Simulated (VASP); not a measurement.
# Cd (P6/mmm) in VASP: further runs

The runs below take Cd through single point, relaxation of cell and atoms, with r2SCAN.

Program: VASP 6.6.1. These are calculated values, not measurements. Logs are shortened: lines on timing, memory, paths and dates and some standing lists are left out, and cuts for length are marked.

**1. The structure**

It takes space group P6/mmm (No. 191, hexagonal). Conventional cell: a = 2.994 Å, b = 2.994 Å, c = 3.037 Å, α = 90.00°, β = 90.00°, γ = 120.00°. Around Cd (site symmetry 6/mmm) lie 8 Cd at 2.99 to 3.04 Å.

The cell was built by a generator and needn't be a form met in nature.

**2. Single point, r2SCAN**

POSCAR

```
Cd
1.0
    2.9937360410      0.0000000000      0.0000000000
   -1.4968680205      2.5926514637      0.0000000000
    0.0000000000      0.0000000000      3.0365288136
Cd
1
Direct
    0.0000000000      0.0000000000      0.0000000000
```

INCAR.step1

```
SYSTEM = Cd
PREC = Accurate
ENCUT = 520
ISMEAR = 0
SIGMA = 0.1
LREAL = .FALSE.
LASPH = .TRUE.
NELM = 100
NBANDS = 12
GGA = PE
ALGO = Normal
EDIFF = 1E-4
LWAVE = .TRUE.
LCHARG = .FALSE.
```

INCAR.step2

```
SYSTEM = Cd
PREC = Accurate
ENCUT = 520
EDIFF = 1E-6
ISMEAR = 0
SIGMA = 0.1
LREAL = .FALSE.
LASPH = .TRUE.
NELM = 100
ALGO = Normal
ISIF = 2
LWAVE = .FALSE.
LCHARG = .TRUE.
METAGGA = R2SCAN
LMIXTAU = .TRUE.
LELF = .TRUE.
LVHAR = .TRUE.
NBANDS = 12
ISTART = 1
```

KPOINTS

```
Automatic mesh
0
G
  6 6 6
  0 0 0
```

Potentials or basis: VASP PAW PBE potentials, release 64 (Cd).

Run with:

```console
$ cat potpaw_PBE.64/Cd/POTCAR > POTCAR
$ cp INCAR.step1 INCAR
$ mpirun -np 1 vasp_std > vasp.out
$ cp INCAR.step2 INCAR
$ mpirun -np 1 vasp_std > vasp.out
```

OUTCAR:

```text
SYSTEM = Cd
   PREC = Accurate
   ENCUT = 520
   EDIFF = 1E-6
   ISMEAR = 0
   LREAL = .FALSE.
   LASPH = .TRUE.
   NELM = 100
   ISIF = 2
   METAGGA = R2SCAN
   ISTART = 1

 ion  position               nearest neighbor table
   1  0.000  0.000  0.000-

  LATTYP: Found a hexagonal cell.
 ALAT       =     2.9937360410
 C/A-ratio  =     1.0142941034

  Lattice vectors:

 A1 = (   2.9937360410,   0.0000000000,   0.0000000000)
 A2 = (  -1.4968680205,   2.5926514637,   0.0000000000)
 A3 = (   0.0000000000,   0.0000000000,   3.0365288136)

Analysis of symmetry for initial positions (statically):
=====================================================================
 Subroutine PRICEL returns:
 Original cell was already a primitive cell.

 Routine SETGRP: Setting up the symmetry group for a
 hexagonal supercell.

 Subroutine GETGRP returns: Found 24 space group operations
 (whereof 24 operations were pure point group operations)
 out of a pool of 24 trial point group operations.

The static configuration has the point symmetry D_6h.

Analysis of symmetry for dynamics (positions and initial velocities):
=====================================================================
 Subroutine PRICEL returns:
 Original cell was already a primitive cell.

 Routine SETGRP: Setting up the symmetry group for a
 hexagonal supercell.

 Subroutine GETGRP returns: Found 24 space group operations
 (whereof 24 operations were pure point group operations)
 out of a pool of 24 trial point group operations.

The dynamic configuration has the point symmetry D_6h.

 Subroutine INISYM returns: Found 24 space group operations
 (whereof 24 operations are pure point group operations),
 and found     1 'primitive' translations

----------------------------------------------------------------------------------------

                                     Primitive cell

  volume of cell :      23.5687

  direct lattice vectors                    reciprocal lattice vectors
     2.993736041  0.000000000  0.000000000     0.334030785  0.192852764  0.000000000
    -1.496868021  2.592651464  0.000000000     0.000000000  0.385705527  0.000000000
     0.000000000  0.000000000  3.036528814     0.000000000  0.000000000  0.329323402

  length of vectors
     2.993736041  2.993736041  3.036528814     0.385705527  0.385705527  0.329323402

  position of ions in fractional coordinates (direct lattice)
     0.000000000  0.000000000  0.000000000

[... 83 lines left out ...]
   POTIM  = 0.5000    time-step for ionic-motion
   TEBEG  =    0.0;   TEEND  =   0.0 temperature during run
   PSTRESS=    0.0 pullay stress
   NELECT =      12.0000    total number of electrons
   NUPDOWN=      -1.0000    fix difference up-down
   EMIN   =  10.00;   EMAX   =-10.00  energy-range for DOS
   EFERMI =   0.00;   METHOD = LEGACY
   ISMEAR =     0;   SIGMA  =   0.10  broadening in eV -4-tet -1-fermi 0-gaus
   EFERMI_NEDOS =   21; number of points for ismear=-14 and -15
   IALGO  =     38    algorithm
   IMIX   =      4    mixing-type and parameters
     AMIX     =   0.40;   BMIX     =  1.00
     AMIX_MAG =   1.60;   BMIX_MAG =  1.00
  volume/ion in A,a.u.               =      23.57       159.05
  Fermi-wavevector in a.u.,A,eV,Ry     =   1.307245  2.470334 23.250843  1.708889
  Thomas-Fermi vector in A             =   2.437992
   LORBIT       =      0    0 simple, 1 ext, 2 COOP (PROOUT), +10 PAW based schemes
   METAGGA = R2SCAN    functional components
   LHFCALC =     F    Hartree Fock is set to
   AEXX    =    0.0000 exact exchange contribution
   IVDW    =     0    specifies the selected vdW correction
   LEPSILON=     F    determine dielectric tensor
   LRPA    =     F    only Hartree local field effects (RPA)
 non-spin polarized calculation
 Gauss-broadening in eV      SIGMA  =   0.10
  energy-cutoff  :      520.00
  volume of cell :       23.57
 maximum number of plane-waves:       659
 NGX is ok and might be reduce to    24
   NGX = 11   NGY = 11   NGZ = 11

 number of electron      11.9999996 magnetization

 Free energy of the ion-electron system (eV)
  ---------------------------------------------------
  ext. energy  EPLUGINS =         0.00000000
  ---------------------------------------------------
  free energy    TOTEN  =       -20.03783540 eV

  energy without entropy =      -20.03517273  energy(sigma->0) =      -20.03650406

 E-fermi :   2.5913     XC(G=0): -11.2184

 val. band max:        2.5012108882   @ k =   0.3333   0.3333   0.0000
 cond. band min:       2.6090927815   @ k =   0.3333   0.0000   0.5000
 fundamental gap:      0.1078818933
 Fermi energy:         2.5912667706

 k-point     1 :       0.0000    0.0000    0.0000
  band No.  band energies     occupation
      1      -8.0265      2.00000
      2      -7.2768      2.00000
      3      -7.2768      2.00000
      4      -6.4760      2.00000
      5      -6.4760      2.00000
      6      -6.3042      2.00000
      7      11.0437      0.00000
      8      15.2993      0.00000
      9      17.3776      0.00000
     10      17.6005      0.00000
     11      17.6005      0.00000
     12      21.0008      0.00000
[... 331 lines left out ...]
 k-point    24 :       0.3333    0.0000    0.5000
  band No.  band energies     occupation
      1      -7.7134      2.00000
      2      -7.5503      2.00000
      3      -6.9256      2.00000
      4      -6.4908      2.00000
      5      -6.4849      2.00000
      6       0.6731      2.00000
      7       2.6091      0.80097
      8       9.8883      0.00000
      9      11.7593      0.00000
     10      16.3300      0.00000
     11      17.5529      0.00000
     12      19.9644      0.00000

 [... further k-points ...]

------------------------ aborting loop because EDIFF is reached ----------------------------------------

  FORCE on cell =-STRESS in cart. coord.  units (eV):
  Direction    XX          YY          ZZ          XY          YZ          ZX
  --------------------------------------------------------------------------------------
  -------------------------------------------------------------------------------------
  Total        0.0309727      0.0309727      0.0451910      0.0000000      0.0000000     -0.0000000
  in kB        2.1054941      2.1054941      3.0720456      0.0000000      0.0000000     -0.0000000
  external PRESSURE =       2.4276779 kB  Pullay stress =       0.0000000 kB

 VOLUME and BASIS-vectors are now :
 -----------------------------------------------------------------------------
  energy-cutoff  :      520.00
  volume of cell :       23.57
      direct lattice vectors                 reciprocal lattice vectors
     2.993736041  0.000000000  0.000000000     0.334030785  0.192852764  0.000000000
    -1.496868021  2.592651464  0.000000000     0.000000000  0.385705527  0.000000000
     0.000000000  0.000000000  3.036528814     0.000000000  0.000000000  0.329323402

 POSITION                                       TOTAL-FORCE (eV/Angst)
 -----------------------------------------------------------------------------------
      0.00000      0.00000      0.00000         0.000000      0.000000      0.000000
 -----------------------------------------------------------------------------------
    total drift:                                0.000000     -0.000000      0.000000

  FREE ENERGIE OF THE ION-ELECTRON SYSTEM (eV)
  ---------------------------------------------------
  free  energy   TOTEN  =       -20.0378353958 eV

  energy  without entropy=      -20.0351727252  energy(sigma->0) =      -20.03650406
```

OUTCAR.step1:

```text
SYSTEM = Cd
   PREC = Accurate
   ENCUT = 520
   ISMEAR = 0
   LREAL = .FALSE.
   LASPH = .TRUE.
   NELM = 100
[... 579 lines left out ...]
 -----------------------------------------------------------------------------------
      0.00000      0.00000      0.00000         0.000000      0.000000      0.000000
 -----------------------------------------------------------------------------------
    total drift:                                0.000000      0.000000      0.000000

  FREE ENERGIE OF THE ION-ELECTRON SYSTEM (eV)
  ---------------------------------------------------
  free  energy   TOTEN  =        -0.6958360107 eV

  energy  without entropy=       -0.6933573285  energy(sigma->0) =       -0.69459667
```

OSZICAR.step1:

```text
N       E                     dE             d eps       ncg     rms          rms(c)
DAV:   1     0.669613327817E+02    0.66961E+02   -0.68694E+03   744   0.986E+02
DAV:   2     0.506611445119E+00   -0.66455E+02   -0.62933E+02   724   0.232E+02
DAV:   3    -0.742378879715E+00   -0.12490E+01   -0.12481E+01   804   0.351E+01
DAV:   4    -0.744051352215E+00   -0.16725E-02   -0.16724E-02   764   0.127E+00
DAV:   5    -0.744055494831E+00   -0.41426E-05   -0.41428E-05   668   0.630E-02    0.267E+00
DAV:   6    -0.698845042363E+00    0.45210E-01   -0.11983E-01   788   0.425E+00    0.217E+00
DAV:   7    -0.695920026468E+00    0.29250E-02   -0.10332E-02   804   0.102E+00    0.111E+00
DAV:   8    -0.695807235994E+00    0.11279E-03   -0.13895E-03   744   0.480E-01    0.521E-02
DAV:   9    -0.695836010650E+00   -0.28775E-04   -0.13143E-05   444   0.326E-02
   1 F= -.69583601E+00 E0= -.69459667E+00  d E =-.247868E-02
```

It took 11 s on 1 thread of Intel Xeon 6975P-C (Granite Rapids), shared host; peak memory 0.14 GiB.

What came out:

- Free energy: -20.0378 eV
- Pressure: 0.2 GPa
- Band gap on the k mesh: none (metal or under the smearing width)

Stress tensor (GPa, compression positive):
```
0.21 0.00 0.00
0.00 0.21 0.00
0.00 0.00 0.31
```

Caveat: the k mesh is coarse (spacing up to 0.40 Å⁻¹), so the values aren't converged; the PAW data sets were made with another functional, which shifts forces and pressure a little.

**3. Relaxation of cell and atoms, r2SCAN**

This run uses another cell than the first one, of 21.96 Å³/atom, 0.932 times its volume.

POSCAR

```
Cd
1.0
    3.0050804100      0.0000000000      0.0000000000
   -1.5025402050      2.6024759754      0.0000000000
    0.0000000000      0.0000000000      2.8078720081
Cd
1
Direct
    0.0000000000      0.0000000000      0.0000000000
```

INCAR.step1

```
SYSTEM = Cd
PREC = Accurate
ENCUT = 600
ISMEAR = 0
SIGMA = 0.1
LREAL = .False.
LASPH = .True.
NELM = 100
GGA = PE
ALGO = Normal
EDIFF = 1E-4
LWAVE = .True.
LCHARG = .False.
```

INCAR.step2

```
SYSTEM = Cd
PREC = Accurate
ENCUT = 600
EDIFF = 1E-7
ISMEAR = 0
SIGMA = 0.1
LREAL = .False.
LASPH = .True.
NELM = 100
ALGO = Normal
ISIF = 3
LWAVE = .False.
LCHARG = .False.
METAGGA = R2SCAN
LMIXTAU = .True.
IBRION = 2
NSW = 90
EDIFFG = -0.04
ISTART = 1
```

KPOINTS

```
Automatic mesh
0
Gamma
  6 6 6
  0 0 0
```

Potentials or basis: VASP PAW PBE potentials, release 64 (Cd).

Run with:

```console
$ cat potpaw_PBE.64/Cd/POTCAR > POTCAR
$ cp INCAR.step1 INCAR
$ mpirun -np 1 vasp_std > vasp.out
$ cp INCAR.step2 INCAR
$ mpirun -np 1 vasp_std > vasp.out
```

Wall time 48 s (1 thread of Intel Xeon 6975P-C (Granite Rapids), shared host); peak memory 0.15 GiB.

The run converged. Its results:

```yaml
Free_energy: -20.0368 eV
Relaxed_volume: 23.74 Å³/atom
Relaxed_cell: a = 2.998 Å, b = 2.998 Å, c = 3.050 Å, α = 90.00°, β = 90.00°, γ = 120.00°
Space_group_after_relaxing_to_0.05_Å: P6/mmm (No. 191)
Energy_gained_by_relaxing: 68.3 meV/atom
Ionic_steps: 6
Pressure_after_relaxing: -0.1 GPa
Band_gap_on_the_k_mesh: none (metal or under the smearing width)
```

Stress tensor (GPa, compression positive):
```
-0.09  0.00  0.00
 0.00 -0.09  0.00
 0.00  0.00 -0.18
```

The path:
```
step  energy change (eV)  largest force (eV/Å)  pressure (GPa)  volume (Å³)
   1              0.0000                0.0000            5.67        21.96
   2             -0.0645                0.0000           -1.30        24.48
   3             -0.0654                0.0000           -0.77        24.16
   4             -0.0654                0.0000           -0.85        24.20
   5             -0.0681                0.0000           -0.31        23.85
   6             -0.0683                0.0000           -0.12        23.74
```

Final structure:
```xyz
1
Lattice="2.9981 0.0000 0.0000 -1.4990 2.5964 0.0000 0.0000 0.0000 3.0495" Properties=species:S:1:pos:R:3 pbc="T T T"
Cd    2.9981    0.0000    0.0000
```

Levels at points of the mesh, in eV from the Fermi level:
```
           k point  band 4  band 5  band 6  band 7  band 8  band 9
(0.00, 0.00, 0.00)   -9.07   -9.07   -8.85    8.34   12.58   14.78
(0.50, 0.00, 0.00)   -9.19   -8.83   -2.37   -1.45    8.98   13.05
(0.00, 0.00, 0.50)   -9.37   -9.37   -4.15   -3.12   17.20   18.71
(0.50, 0.00, 0.50)   -8.81   -8.78    0.62    1.96    3.01    6.26
```

Caveat: the k mesh is coarse (spacing up to 0.40 Å⁻¹), so the values aren't converged; the PAW data sets were made with another functional, which shifts forces and pressure a little.
